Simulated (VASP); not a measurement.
# CdTe (F-43m) in VASP: a series of runs, part 2 of 2

VASP 6.6.1. Earlier steps stand in the parts before.

## 5. Single point, PBEsol (volume scaled by 0.960)

File INCAR:

```
PREC = Accurate
ENCUT = 520
EDIFF = 1E-7
ISMEAR = 0
SIGMA = 0.05
LREAL = False
LASPH = True
NELM = 100
ALGO = Normal
ISIF = 2
LWAVE = False
LCHARG = False
GGA = PS
NBANDS = 16
```

File KPOINTS:

```
regular mesh
0
Gamma
  10 10 10
```

File POSCAR:

```
CdTe
1.0
    0.0000000000      3.2006526141      3.2006526141
    3.2006526141      0.0000000000      3.2006526141
    3.2006526141      3.2006526141      0.0000000000
Cd Te
1 1
Direct
    0.0000000000      0.0000000000      0.0000000000
    0.2500000000      0.2500000000      0.2500000000
```

Potentials or basis: VASP PAW PBE potentials, release 64 (Cd, Te).

Run with:

```
$ cat potpaw_PBE.64/Cd/POTCAR potpaw_PBE.64/Te/POTCAR > POTCAR
$ mpirun -np 1 vasp_std > vasp.out
```

OUTCAR:

```text
PREC = Accurate
   ENCUT = 520
   EDIFF = 1E-7
   ISMEAR = 0
   LREAL = False
   LASPH = True
   NELM = 100
   ISIF = 2
   GGA = PS

 ion  position               nearest neighbor table
   1  0.000  0.000  0.000-   2 2.77   2 2.77   2 2.77   2 2.77
   2  0.250  0.250  0.250-   1 2.77   1 2.77   1 2.77   1 2.77

  LATTYP: Found a face centered cubic cell.
 ALAT       =     6.4013052282

  Lattice vectors:

 A1 = (   0.0000000000,   3.2006526141,   3.2006526141)
 A2 = (   3.2006526141,   0.0000000000,   3.2006526141)
 A3 = (   3.2006526141,   3.2006526141,   0.0000000000)

Analysis of symmetry for initial positions (statically):
=====================================================================
 Subroutine PRICEL returns:
 Original cell was already a primitive cell.

 Routine SETGRP: Setting up the symmetry group for a
 face centered cubic supercell.

 Subroutine GETGRP returns: Found 24 space group operations
 (whereof 24 operations were pure point group operations)
 out of a pool of 48 trial point group operations.

The static configuration has the point symmetry T_d .

Analysis of symmetry for dynamics (positions and initial velocities):
=====================================================================
 Subroutine PRICEL returns:
 Original cell was already a primitive cell.

 Routine SETGRP: Setting up the symmetry group for a
 face centered cubic supercell.

 Subroutine GETGRP returns: Found 24 space group operations
 (whereof 24 operations were pure point group operations)
 out of a pool of 48 trial point group operations.

The dynamic configuration has the point symmetry T_d .

 Subroutine INISYM returns: Found 24 space group operations
 (whereof 24 operations are pure point group operations),
 and found     1 'primitive' translations

----------------------------------------------------------------------------------------

                                     Primitive cell

[... 104 lines left out ...]
   EFERMI =   0.00;   METHOD = LEGACY
   ISMEAR =     0;   SIGMA  =   0.05  broadening in eV -4-tet -1-fermi 0-gaus
   EFERMI_NEDOS =   21; number of points for ismear=-14 and -15
   IALGO  =     38    algorithm
   IMIX   =      4    mixing-type and parameters
     AMIX     =   0.40;   BMIX     =  1.00
     AMIX_MAG =   1.60;   BMIX_MAG =  1.00
  volume/ion in A,a.u.               =      32.79       221.26
  Fermi-wavevector in a.u.,A,eV,Ry     =   1.063940  2.010555 15.401363  1.131968
  Thomas-Fermi vector in A             =   2.199442
   LORBIT       =      0    0 simple, 1 ext, 2 COOP (PROOUT), +10 PAW based schemes
   GGA     = PS    functional components
   LHFCALC =     F    Hartree Fock is set to
   AEXX    =    0.0000 exact exchange contribution
   IVDW    =     0    specifies the selected vdW correction
   LEPSILON=     F    determine dielectric tensor
   LRPA    =     F    only Hartree local field effects (RPA)
 non-spin polarized calculation
 Gauss-broadening in eV      SIGMA  =   0.05
  energy-cutoff  :      520.00
  volume of cell :       65.58
 maximum number of plane-waves:      1807
 NGX is ok and might be reduce to    36
   NGX = 17   NGY = 17   NGZ = 17

 number of electron      17.9999996 magnetization

 Free energy of the ion-electron system (eV)
  ---------------------------------------------------
  ext. energy  EPLUGINS =         0.00000000
  ---------------------------------------------------
  free energy    TOTEN  =        -5.47197074 eV

  energy without entropy =       -5.47197074  energy(sigma->0) =       -5.47197074

 E-fermi :   2.7765     XC(G=0):  -8.9474

 val. band max:        2.5562230532   @ k =   0.0000   0.0000   0.0000
 cond. band min:       3.3297357083   @ k =   0.0000   0.0000   0.0000
 fundamental gap:      0.7735126551
 Fermi energy:         2.7764941660

 k-point     1 :       0.0000    0.0000    0.0000
  band No.  band energies     occupation
      1      -8.8776      2.00000
      2      -5.8372      2.00000
      3      -5.8372      2.00000
      4      -5.8372      2.00000
      5      -5.5432      2.00000
      6      -5.5432      2.00000
[... 433 lines left out ...]
      3      -5.6975      2.00000
      4      -5.6374      2.00000
      5      -5.5176      2.00000
      6      -5.2799      2.00000
[... 8 lines left out ...]
     15      13.1392      0.00000
     16      14.2955      0.00000

 [... further k-points ...]
[... 5 lines left out ...]
  --------------------------------------------------------------------------------------
  -------------------------------------------------------------------------------------
  Total        0.8408420      0.8408420      0.8408420     -0.0000000     -0.0000000      0.0000000
  in kB       20.5437335     20.5437335     20.5437335     -0.0000000     -0.0000000      0.0000000
  external PRESSURE =      20.5437335 kB  Pullay stress =       0.0000000 kB

 VOLUME and BASIS-vectors are now :
 -----------------------------------------------------------------------------
  energy-cutoff  :      520.00
  volume of cell :       65.58
      direct lattice vectors                 reciprocal lattice vectors
     0.000000000  3.200652614  3.200652614    -0.156218141  0.156218141  0.156218141
     3.200652614  0.000000000  3.200652614     0.156218141 -0.156218141  0.156218141
     3.200652614  3.200652614  0.000000000     0.156218141  0.156218141 -0.156218141

 POSITION                                       TOTAL-FORCE (eV/Angst)
 -----------------------------------------------------------------------------------
      0.00000      0.00000      0.00000        -0.000000     -0.000000     -0.000000
      1.60033      1.60033      1.60033         0.000000      0.000000      0.000000
 -----------------------------------------------------------------------------------
    total drift:                               -0.000000     -0.000000     -0.000000

  FREE ENERGIE OF THE ION-ELECTRON SYSTEM (eV)
  ---------------------------------------------------
  free  energy   TOTEN  =        -5.4719707366 eV

  energy  without entropy=       -5.4719707366  energy(sigma->0) =       -5.47197074
```

It took 53 s on 1 thread of Intel Xeon Platinum 8259CL at 2.50GHz (Skylake/Cascade Lake), shared host; peak memory 0.23 GiB.

What came out:

* Free energy: -5.4720 eV
* Pressure: 2.1 GPa
* Band gap on the k mesh: 0.77 eV, direct

Caveat: the cell differs from its parent crystal (volume scaled by 0.960); the PAW data sets were made with another functional, which shifts forces and pressure a little; spin-orbit coupling is left out, which moves the levels of the heavy elements.

## 6. Single point, PBEsol

This run uses another cell than the first one, of 34.15 Å³/atom, 1.250 times its volume.

File INCAR:

```
  ALGO = Normal
  EDIFF = 1E-7
  ENCUT = 520
  GGA = PS
  ISIF = 2
  ISMEAR = 0
  LASPH = True
  LCHARG = False
  LREAL = False
  LWAVE = False
  NBANDS = 16
  NELM = 100
  PREC = Accurate
  SIGMA = 0.05
```

File KPOINTS:

```
k-points
0
Gamma
  10 10 10
```

File POSCAR:

```
CdTe
1.0
    0.0000000000      3.2445026194      3.2445026194
    3.2445026194      0.0000000000      3.2445026194
    3.2445026194      3.2445026194      0.0000000000
Cd Te
1 1
Direct
    0.0000000000      0.0000000000      0.0000000000
    0.2500000000      0.2500000000      0.2500000000
```

Potentials or basis: VASP PAW PBE potentials, release 64 (Cd, Te).

Run with:

```
$ cat potpaw_PBE.64/Cd/POTCAR potpaw_PBE.64/Te/POTCAR > POTCAR
$ mpirun -np 1 vasp_std > vasp.out
```

Wall time 54 s (1 thread of Intel Xeon Platinum 8259CL at 2.50GHz (Skylake/Cascade Lake), shared host); peak memory 0.23 GiB.

Results (log left out):

```yaml
Free_energy: -5.4903 eV
Pressure: 0.2 GPa
Band_gap_on_the_k_mesh: 0.65 eV, direct
```

Levels at points of the mesh, in eV from the valence-band top:
| k point | band 7 | band 8 | band 9 | band 10 | band 11 | band 12 |
| --- | --- | --- | --- | --- | --- | --- |
| (0.00, 0.00, 0.00) | 0.00 | 0.00 | 0.00 | 0.65 | 4.55 | 4.55 |
| (0.50, 0.00, 0.00) | -4.45 | -0.78 | -0.78 | 1.73 | 5.13 | 5.13 |
| (0.50, 0.50, 0.00) | -4.33 | -1.87 | -1.87 | 2.50 | 2.60 | 8.70 |

Caveat: the PAW data sets were made with another functional, which shifts forces and pressure a little; spin-orbit coupling is left out, which moves the levels of the heavy elements.

## 7. Single point, PBEsol (volume scaled by 1.040)

File INCAR:

```
SYSTEM = CdTe
PREC = Accurate
ENCUT = 520
EDIFF = 1E-6
ISMEAR = 0
SIGMA = 0.05
LREAL = .False.
LASPH = .True.
NELM = 80
ALGO = Normal
ISIF = 2
LWAVE = .False.
LCHARG = .False.
GGA = PS
NBANDS = 16
```

File KPOINTS:

```
regular mesh
0
Gamma
  10 10 10
  0 0 0
```

File POSCAR:

```
CdTe
1.0
    0.0000000000      3.2871983396      3.2871983396
    3.2871983396      0.0000000000      3.2871983396
    3.2871983396      3.2871983396      0.0000000000
Cd Te
1 1
Direct
    0.0000000000      0.0000000000      0.0000000000
    0.2500000000      0.2500000000      0.2500000000
```

Run with:

```
$ cat potpaw_PBE.64/Cd/POTCAR potpaw_PBE.64/Te/POTCAR > POTCAR
$ mpirun -np 1 vasp_std > vasp.out
```

It took 51 s on 1 thread of Intel Xeon Platinum 8259CL at 2.50GHz (Skylake/Cascade Lake), shared host; peak memory 0.23 GiB.

Results (log left out):

| Property | Result |
| --- | --- |
| Free energy | -5.4799 eV |
| Pressure | -1.3 GPa |
| Band gap on the k mesh | 0.54 eV, direct |

Levels at points of the mesh, in eV from the valence-band top:
| k point | band 5 | band 6 | band 7 | band 8 | band 9 | band 10 | band 11 | band 12 | band 13 | band 14 |
| --- | --- | --- | --- | --- | --- | --- | --- | --- | --- | --- |
| (0.00, 0.00, 0.00) | -7.88 | -7.88 | 0.00 | 0.00 | 0.00 | 0.54 | 4.57 | 4.57 | 4.57 | 7.24 |
| (0.50, 0.00, 0.00) | -7.87 | -7.57 | -4.23 | -0.72 | -0.72 | 1.69 | 5.15 | 5.15 | 6.89 | 8.37 |
| (0.50, 0.50, 0.00) | -7.85 | -7.44 | -4.14 | -1.74 | -1.74 | 2.58 | 2.61 | 8.50 | 8.85 | 8.85 |

Caveat: the cell differs from its parent crystal (volume scaled by 1.040); the PAW data sets were made with another functional, which shifts forces and pressure a little; spin-orbit coupling is left out, which moves the levels of the heavy elements.

## 8. Overview

```tsv
cell	gap on the mesh (eV)	pressure (GPa)
a = 4.260 Å, angles 60.0°, 2 atoms	1.34	16.2
a = 4.329 Å, angles 60.0°, 2 atoms	1.18	11.3
a = 4.463 Å, angles 60.0°, 2 atoms	0.90	4.4
a = 4.526 Å, angles 60.0°, 2 atoms	0.77	2.1
a = 4.588 Å, angles 60.0°, 2 atoms	0.65	0.2
a = 4.649 Å, angles 60.0°, 2 atoms	0.54	-1.3
```

Alike in all rows: task single point; level PBEsol; potentials or basis VASP PAW PBE potentials, release 64 (Cd, Te); no spin polarisation; k mesh 10 × 10 × 10; cutoff (eV) 520; smearing gaussian 0.05 eV.

Caveats: the PAW data sets were made with another functional, which shifts forces and pressure a little; spin-orbit coupling is left out, which moves the levels of the heavy elements.

Absolute energies hang on the potentials; compare differences alone.

## 9. Against experiment

Step 6. Measured gap of CdTe: 1.607 eV (0 K; a printed reference work, data compilation). This calculation gives 0.65 eV (-0.96 eV). Spin-orbit coupling on Cd, Te is left out. The value is that of PBEsol, without temperature or zero-point motion. Semilocal functionals fall short of measured gaps as a rule.
